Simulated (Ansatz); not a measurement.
# Rh (Fm-3m) in Ansatz: equation of state

How stiff is Rh in PBE, and what volume does it want? The cell is scaled to several volumes.

All numbers are computed with Ansatz 0.2.0; they aren't measurements. Logs are shortened: lines on timing, memory, paths and dates and some standing lists are left out, and cuts for length are marked.

**Measured values to compare with.**

“Thermal equation of state of rhodium characterized by XRD in a resistively heated diamond anvil cell”, 2024, pmc:11535440 quotes, for a bulk crystal of Rh: bulk modulus 264 ± 1 GPa.

The results are compared with them further down.

## 1. The crystal as given

It takes space group Fm-3m (No. 225, cubic). The conventional cell has a = 3.796 Å, b = 3.796 Å, c = 3.796 Å, α = 90.00°, β = 90.00°, γ = 90.00°. Rh (site symmetry m-3m) has 12 Rh at 2.68 Å as nearest neighbours.

## 2. Equation of state, PBE

Potentials or basis: all-electron LAPW, scalar-relativistic.

This step only gathers the single runs of the series.

Results:

* Equilibrium volume: 14.03 Å³/atom
* Bulk modulus: 258 GPa
* Pressure derivative of the bulk modulus: 5.1

Energy against volume, from the lowest point:
```tsv
volume (Å³/atom)	energy (meV/atom)
12.851	95.88
13.125	54.11
13.398	25.14
13.671	7.52
13.945	0.00
14.218	1.42
14.492	10.76
```

PBE usually gives volumes a little too large and moduli too small.

## 3. How close it comes

Step 2. A measured bulk modulus of Rh is 264 GPa (quoted in “Thermal equation of state of rhodium characterized by XRD in a resistively heated diamond anvil cell”, 2024, pmc:11535440); the calculated 258 GPa misses it by -2.1 %. The fit is for a static lattice scaled at fixed shape and fixed fractional positions.
